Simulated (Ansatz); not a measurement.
Wanted: the native input for an Ansatz 0.2.0 run.

```yaml
Task: single point
Functional: PBE
Potentials_or_basis: Ansatz PAW
Cutoff: "420 eV (not typed: the program's choice for these potentials)"
k_mesh: 8 × 8 × 8
Occupations: gaussian, width 0.014 eV
Spin: collinear spin, ferromagnetic start
Starting_moments: "[7.0, 0.0] μB"
```

EuS:

```
Eu S
1.0
     0.00000    2.97850    2.97850
     2.97850    0.00000    2.97850
     2.97850    2.97850    0.00000
Eu S
1 1
Direct
  0.00000 0.00000 0.00000
  0.50000 0.50000 0.50000
```

The input as run:

input.yaml

```yaml
crystal:
  lattice:
    - [0.0, 2.9785, 2.9785]
    - [2.9785, 0.0, 2.9785]
    - [2.9785, 2.9785, 0.0]
  atoms:
    - { symbol: Eu, position: [0.0, 0.0, 0.0], spin: 7.0 }
    - { symbol: S, position: [0.5, 0.5, 0.5] }
hamiltonian:
  xc: pbe
  pseudopotentials: { kind: paw }
magnetization:
  spin_polarized: true
kpoints:
  mp_grid: { grid: [8, 8, 8] }
scf:
  occupations: { method: gaussian, width: 0.014 }
output:
  forces: true
  stress: true
  eigenvalues: true
```

Potentials or basis: Ansatz PAW.

Launch:

```console
$ ansatz run input.yaml --threads 2 --pin off --max-ram 5632MiB --backend cpu --events-out ev --progress --plain --runs-dir out
```

It gave:

```json
{"Pressure": "-2.5 GPa", "Band gap on the k mesh": "none (metal or under the smearing width)", "Net moment": "6.99 μB per cell", "Absolute moment": "7.12 μB per cell", "Site moments": "Eu +6.76; S -0.06 μB"}
```

Caveat: spin-orbit coupling is left out, which moves the levels of the heavy elements; a cell with one magnetic atom can't hold antiferromagnetic order, which such compounds often take; without U or exact exchange the open f shell lies at the Fermi level, which spoils levels, moments and volumes.

Wall time 3.3 s on 2 threads of Arm Neoverse V2 (shared host), peak memory 0.37 GiB.
